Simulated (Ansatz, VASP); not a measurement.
Two plane-wave programs on MgI2

The input INCAR:

```
SYSTEM = MgI2
ALGO = Normal ; EDIFF = 1E-7
ENCUT = 520 ; GGA = PE
ISIF = 2 ; ISMEAR = 0
LASPH = .TRUE. ; LCHARG = .FALSE.
LREAL = .FALSE. ; LWAVE = .FALSE.
NBANDS = 15 ; NELM = 100
PREC = Accurate ; SIGMA = 0.05
```

Contents of KPOINTS:

```
k-points
0
G
  6 6 4
  0 0 0
```

File POSCAR:

```
MgI2
1.0
    4.1154617896      0.0000000000      0.0000000000
   -2.0577308948      3.5640944581      0.0000000000
    0.0000000000      0.0000000000      7.6413829923
Mg I
1 2
Direct
    0.0000000000      0.0000000000      0.0000000000
    0.3333333333      0.6666666667      0.7781860196
    0.6666666667      0.3333333333      0.2218139804
```

Input for Ansatz:

```yaml
crystal:
  lattice:
    - [4.1154617896, 0.0, 0.0]
    - [-2.0577308948, 3.5640944581, 0.0]
    - [0.0, 0.0, 7.6413829923]
  atoms:
    - { symbol: Mg, position: [0.0, 0.0, 0.0] }
    - { symbol: I, position: [0.3333333333, 0.6666666667, 0.7781860196] }
    - { symbol: I, position: [0.6666666667, 0.3333333333, 0.2218139804] }
basis:
  ecutwfc: 520.0
kpoints:
  mp_grid: { grid: [6, 6, 4] }
hamiltonian:
  xc: pbe
scf:
  occupations: { method: gaussian, width: 0.05 }
output:
  forces: true
  stress: true
  eigenvalues: true
```

Alike in both runs: task single point; functional PBE; k mesh 6 × 6 × 4; occupations gaussian, width 0.05 eV; no spin polarisation.

```csv
,VASP,Ansatz
version,VASP 6.6.1,Ansatz 0.2.0
potentials or method,"VASP PAW PBE potentials, release 64 (Mg, I)","scalar-relativistic, plane waves, PAW"
plane-wave cutoff (eV),520,520
valence electrons in the cell,16,44
```

```tsv
	VASP	Ansatz	Ansatz less VASP
gap on the k mesh at the Fermi level (eV)	3.55	3.56	+0.017
least direct gap on the mesh (eV)	3.77	3.78	+0.013
pressure (GPa)	0.9	1.0	+0.05
largest component of the traceless stress (GPa)	0.65	0.66	+0.005
rms of the force components (eV/Å)	0.014	0.019	+0.0045
```

Atom by atom the forces differ by 0.005 eV/Å (rms over components). The two sets of potentials don't hold the same shells in valence.

Caveats: spin-orbit coupling is left out, which moves the levels of the heavy elements; this functional lacks dispersion, which binds the layers, so the pressure and a relaxed spacing across them are unreliable. A k mesh can miss the band edges.
